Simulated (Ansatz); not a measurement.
# TaC under strains and displacements

All numbers below come from Ansatz, DFT PBE, scalar-relativistic, plane waves, PAW.

Cutoff 420 eV; k points 16×16×16 on the computed 2-atom cell (Γ-centred); Gaussian smearing, width 0.10 eV; no spin polarisation.

Reference cell:

```
Ta C
1.0
     0.00000    2.22700    2.22700
     2.22700    0.00000    2.22700
     2.22700    2.22700    0.00000
Ta C
1 1
Direct
  0.00000 0.00000 0.00000
  0.50000 0.50000 0.50000
```

Each variant moves atoms of this cell by the vectors given, if any (Å), and then applies a symmetric strain (tensor components, Cartesian axes). The reference cell isn't relaxed at this level. Energies are per atom at zero smearing, counted from the lowest variant. Pressure is positive in compression.

1. strain (xx yy zz yz xz xy, %) -1.30 -1.30 -1.30 0.00 0.00 0.00
2. strain (xx yy zz yz xz xy, %) -0.45 -0.45 -0.45 0.00 0.00 0.00
3. strain (xx yy zz yz xz xy, %) -2.77 -2.77 -2.77 0.00 0.00 0.00
4. strain (xx yy zz yz xz xy, %) -1.03 -1.03 -1.03 0.00 0.00 0.00
5. strain (xx yy zz yz xz xy, %) 4.99 4.99 4.99 0.00 0.00 0.00

| result | ΔE (meV/atom) | P (GPa) |
| --- | --- | --- |
| A | 169.7 | -32.32 |
| B | 15.2 | 16.22 |
| C | 109.4 | 39.29 |
| D | 24.9 | 19.45 |
| E | 0.0 | 9.60 |

Question: Which variant gave which result?

Answer: A is 5, B is 4, C is 3, D is 1, E is 2. The pressure falls as the cell grows: from the smallest volume to the largest the variants are 3, 1, 4, 2, 5.

Spin–orbit coupling is left out, which can shift energies with elements as heavy as these.